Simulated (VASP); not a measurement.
Runs of VASP 6.6.1 on TiO2. The structure is tetragonal, space group P4_2/mnm (No. 136). Conventional cell: a = 4.600 Å, b = 4.600 Å, c = 2.959 Å, α = 90.00°, β = 90.00°, γ = 90.00°. Ti (site symmetry mmm) is surrounded by 6 O at 1.95 to 1.98 Å. O (site symmetry m2m) is surrounded by 3 Ti at 1.95 to 1.98 Å. The cell is a database's computed one.

```tsv
task	level	potentials or basis	cell	cutoff (eV)	gap on the mesh (eV)	pressure (GPa)	relaxed volume (Å³/atom)	largest force (eV/Å)
relaxation of cell and atoms	AM05	VASP PAW PBE potentials, release 64 (Ti_sv, O)	relaxed	600	1.84	0.1	10.36	-
band structure	PBE	VASP PAW PBE potentials, release 64 (Ti_sv_GW, O_GW)	as given	600	1.86	(a)	-	0.01
relaxation of cell and atoms	BLYP+D3	VASP PAW PBE potentials, release 64 (Ti_sv, O)	relaxed	600	1.78	0.1	10.72	-
band structure	MS2	VASP PAW PBE potentials, release 64 (Ti_sv, O)	as given	520	(b)	1.1	-	0.02
relaxation of cell and atoms	revPBE	VASP PAW PBE potentials, release 64 (Ti_sv, O)	relaxed	600	1.84	0.2	10.85	0.01
relaxation of cell and atoms	PBE+D4	VASP PAW PBE potentials, release 64 (Ti_sv, O)	relaxed	600	1.84	0.0	10.47	-
relaxation of cell and atoms	PBEsol+D3(BJ)	VASP PAW PBE potentials, release 64 (Ti_sv, O)	relaxed	600	1.84	0.1	(c)	-
relaxation of cell and atoms	PBE	VASP PAW PBE potentials, release 64 (Ti_sv_GW, O_GW)	relaxed	630	1.85	-0.1	10.60	-
relaxation of cell and atoms	vdW-DF	VASP PAW PBE potentials, release 64 (Ti_sv, O)	relaxed	600	1.79	0.1	10.95	0.01
band structure	PBE	VASP PAW PBE potentials, release 64 (Ti_pv, O)	as given	520	1.81	5.6	-	0.04
relaxation of cell and atoms	RPBE+D4	VASP PAW PBE potentials, release 64 (Ti_sv, O)	relaxed	600	1.87	0.0	10.42	0.01
relaxation of cell and atoms	RPBE+D3	VASP PAW PBE potentials, release 64 (Ti_sv, O)	relaxed	600	1.84	0.1	10.67	-
```

Alike in all rows: no spin polarisation; k mesh 6 × 6 × 9; smearing fermi-dirac 0.05 eV.

**Question.** Estimate the missing entries.

**Answer.** (a) 3.2; (b) 2.21; (c) 10.19.

Caveats: an odd mesh through Γ misses points on the zone boundary, where band edges often lie (some runs); the PAW data sets were made with another functional, which shifts forces and pressure a little (some runs).

Not every run made on this cell is shown here.
